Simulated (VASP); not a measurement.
The system is MgSi.

```xyz
2
Lattice="2.9084 0.0000 0.0000 0.0000 2.9084 0.0000 0.0000 0.0000 4.1034" Properties=species:S:1:pos:R:3 pbc="T T T"
Si    1.4542    1.4542    2.0517
Mg    0.0000    0.0000    0.0000
```

The cell comes from a database or a generator and needn't be the stable form of this composition.

```yaml
Program: VASP 6.6.1
Task: relaxation of cell and atoms
Functional: PBEsol
Potentials_or_basis: VASP PAW PBE potentials, release 64 (Si, Mg)
Cutoff: 600 eV
k_mesh: 8 × 8 × 6
Occupations: fermi-dirac, width 0.05 eV
Spin: no spin polarisation
```

At the start: pressure -1.9 GPa; volume 17.35 Å³/atom.

Q: Where does the relaxation end?

A: Over 5 steps the energy falls by 5.6 meV/atom and the volume is 16.93 Å³/atom (-2.5 %); space group P4/mmm (No. 123, to 0.05 Å).

Step by step:
| step | energy change (eV) | largest force (eV/Å) | pressure (GPa) | volume (Å³) |
| --- | --- | --- | --- | --- |
| 1 | 0.0000 | 0.0000 | -1.89 | 34.71 |
| 2 | -0.0110 | 0.0000 | 0.27 | 33.69 |
| 3 | -0.0110 | 0.0000 | 0.19 | 33.72 |
| 4 | -0.0111 | 0.0000 | 0.05 | 33.81 |
| 5 | -0.0112 | 0.0000 | -0.03 | 33.85 |

Final structure:
```xyz
2
Lattice="2.9059 0.0000 0.0000 0.0000 2.9059 0.0000 0.0000 0.0000 4.0090" Properties=species:S:1:pos:R:3 pbc="T T T"
Si    1.4529    1.4529    2.0045
Mg    0.0000    0.0000    0.0000
```

Caveat: the PAW data sets were made with another functional, which shifts forces and pressure a little.
